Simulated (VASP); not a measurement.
Output of a VASP run:

File OSZICAR:
```
...
DAV:   2    -0.152032155168E+02   -0.67019E+02   -0.62815E+02   602   0.265E+02
DAV:   3    -0.247998465781E+02   -0.95966E+01   -0.95535E+01   755   0.809E+01
DAV:   4    -0.253429895878E+02   -0.54314E+00   -0.54277E+00   700   0.197E+01
DAV:   5    -0.253541508102E+02   -0.11161E-01   -0.11161E-01   646   0.270E+00    0.911E+00
DAV:   6    -0.187226340574E+02    0.66315E+01   -0.16681E+01   543   0.212E+01    0.360E+00
DAV:   7    -0.176782046859E+02    0.10444E+01   -0.99809E-01   655   0.772E+00    0.199E+00
DAV:   8    -0.192444848833E+02   -0.15663E+01   -0.48236E-01   509   0.695E+00    0.886E-01
DAV:   9    -0.181757691920E+02    0.10687E+01   -0.37691E-01   474   0.759E+00    0.601E-01
DAV:  10    -0.181937499689E+02   -0.17981E-01   -0.48111E-02   648   0.232E+00    0.472E-01
DAV:  11    -0.181962315609E+02   -0.24816E-02   -0.16776E-03   601   0.482E-01    0.471E-01
DAV:  12    -0.182128000688E+02   -0.16569E-01   -0.10702E-01   479   0.374E+00    0.362E-01
DAV:  13    -0.181764426377E+02    0.36357E-01   -0.11188E-02   488   0.957E-01    0.370E-01
DAV:  14    -0.182123724529E+02   -0.35930E-01   -0.35270E-02   482   0.256E+00    0.411E-01
DAV:  15    -0.182130408239E+02   -0.66837E-03   -0.13660E-03   581   0.399E-01    0.323E-01
DAV:  16    -0.182130579406E+02   -0.17117E-04   -0.76877E-05   663   0.828E-02    0.341E-01
DAV:  17    -0.182131402676E+02   -0.82327E-04   -0.65497E-05   528   0.918E-02    0.296E-01
DAV:  18    -0.182138153859E+02   -0.67512E-03   -0.13234E-03   477   0.318E-01    0.132E-01
DAV:  19    -0.182140271880E+02   -0.21180E-03   -0.28075E-04   546   0.157E-01    0.927E-02
DAV:  20    -0.182144273875E+02   -0.40020E-03   -0.22913E-04   462   0.167E-01    0.571E-02
DAV:  21    -0.182144397810E+02   -0.12394E-04   -0.95551E-05   575   0.825E-02    0.384E-02
DAV:  22    -0.182144496598E+02   -0.98788E-05   -0.47802E-05   530   0.860E-02    0.159E-02
DAV:  23    -0.182144215554E+02    0.28104E-04   -0.12243E-05   489   0.434E-02    0.867E-03
DAV:  24    -0.182144290020E+02   -0.74465E-05   -0.77547E-06   516   0.275E-02    0.480E-03
DAV:  25    -0.182144307492E+02   -0.17472E-05   -0.60929E-07   429   0.861E-03    0.562E-03
DAV:  26    -0.182144320673E+02   -0.13181E-05   -0.47910E-07   279   0.837E-03    0.500E-03
DAV:  27    -0.182144312410E+02    0.82627E-06   -0.61642E-07   314   0.868E-03
   1 F= -.18214431E+02 E0= -.18214431E+02  d E =-.182144E+02
       N       E                     dE             d eps       ncg     rms          rms(c)
DAV:   1    -0.182151036953E+02   -0.67163E-03   -0.11784E-02   462   0.115E+00    0.148E-01
DAV:   2    -0.182147081919E+02    0.39550E-03   -0.35096E-03   635   0.403E-01    0.825E-02
DAV:   3    -0.182146751053E+02    0.33087E-04   -0.17005E-04   492   0.159E-01    0.528E-02
DAV:   4    -0.182142679881E+02    0.40712E-03   -0.59295E-04   462   0.246E-01    0.318E-02
DAV:   5    -0.182146964085E+02   -0.42842E-03   -0.23037E-04   462   0.170E-01    0.106E-02
DAV:   6    -0.182147147966E+02   -0.18388E-04   -0.30615E-05   522   0.418E-02    0.282E-03
DAV:   7    -0.182147104990E+02    0.42976E-05   -0.39688E-06   486   0.231E-02    0.182E-03
DAV:   8    -0.182147204830E+02   -0.99840E-05   -0.27985E-06   480   0.208E-02    0.311E-03
DAV:   9    -0.182147248855E+02   -0.44025E-05   -0.19595E-06   468   0.132E-02    0.560E-04
DAV:  10    -0.182147238627E+02    0.10228E-05   -0.67342E-08   240   0.324E-03    0.135E-04
DAV:  11    -0.182147235568E+02    0.30592E-06   -0.19575E-08   240   0.157E-03
   2 F= -.18214724E+02 E0= -.18214724E+02  d E =-.292316E-03
```

**OUTCAR**
```
------------------------ aborting loop because EDIFF is reached ----------------------------------------
  FORCE on cell =-STRESS in cart. coord.  units (eV):
  Direction    XX          YY          ZZ          XY          YZ          ZX
  --------------------------------------------------------------------------------------
  Total        0.0081184      0.0081184      0.0676765      0.0000000     -0.0000000     -0.0000000
  in kB        0.2983031      0.2983031      2.4867048      0.0000000     -0.0000000     -0.0000000
  external PRESSURE =       1.0277703 kB  Pullay stress =       0.0000000 kB
  volume of cell :       43.60
      direct lattice vectors                 reciprocal lattice vectors
     1.807020344 -3.129851314  0.000000000     0.276698600 -0.159751998  0.000000000
     1.807020344  3.129851314 -0.000000000     0.276698600  0.159751998 -0.000000000
     0.000000000  0.000000000  3.854850651    -0.000000000  0.000000000  0.259413422
 POSITION                                       TOTAL-FORCE (eV/Angst)
 -----------------------------------------------------------------------------------
      1.80702      1.04329      0.00000         0.000000     -0.000000     -0.000000
      1.80702     -1.04329      0.00000        -0.000000      0.000000      0.000000
      1.80702     -3.12985      1.92743        -0.000000      0.000000      0.000000
      1.80702     -3.12985      0.00000        -0.000000      0.000000      0.000000
 -----------------------------------------------------------------------------------
    total drift:                                0.000000     -0.000000      0.000000
  FREE ENERGIE OF THE ION-ELECTRON SYSTEM (eV)
  ---------------------------------------------------
  free  energy   TOTEN  =       -18.2147235568 eV

  energy  without entropy=      -18.2147235568  energy(sigma->0) =      -18.21472356

 reached required accuracy - stopping structural energy minimisation
```
(Selected blocks of OUTCAR.)

POSCAR:
```
Li3N
1
    1.8060453801    -3.1281626268    -0.0000000000
    1.8060453801     3.1281626268     0.0000000000
   -0.0000000000     0.0000000000     3.8475747633
Li N
3 1
Direct
  0.3333330000   0.6666670000   0.0000000000
  0.6666670000   0.3333330000   0.0000000000
  0.0000000000   0.0000000000   0.5000000000
  0.0000000000   0.0000000000   0.0000000000
```

Task: Reconstruct the remaining input files.

Result: One answer among several that fit: the input of the run itself, r2SCAN meta-GGA, plane waves, VASP's PBE PAW potentials (set 64).

File KPOINTS:
```
Automatic mesh
0
Gamma
6 6 5
0 0 0
```

**INCAR**
```
SYSTEM=Li3N
PREC=Accurate; ENCUT=520; LREAL=.False.
LASPH=.True.
EDIFF=1E-6; NELM=100; ALGO=Normal
LMIXTAU=.True.
ISMEAR=0; SIGMA=0.05
METAGGA=R2SCAN
IBRION=2; NSW=60; ISIF=3
EDIFFG=-0.02
LWAVE=.False.; LCHARG=.False.
```

POTCAR, in this order: Li_sv N (PBE.64 set). Program: vasp_std.

The compound is Li3N in the alpha structure. This run relaxes it. Symmetry was kept, so distortions that lower it aren't found.
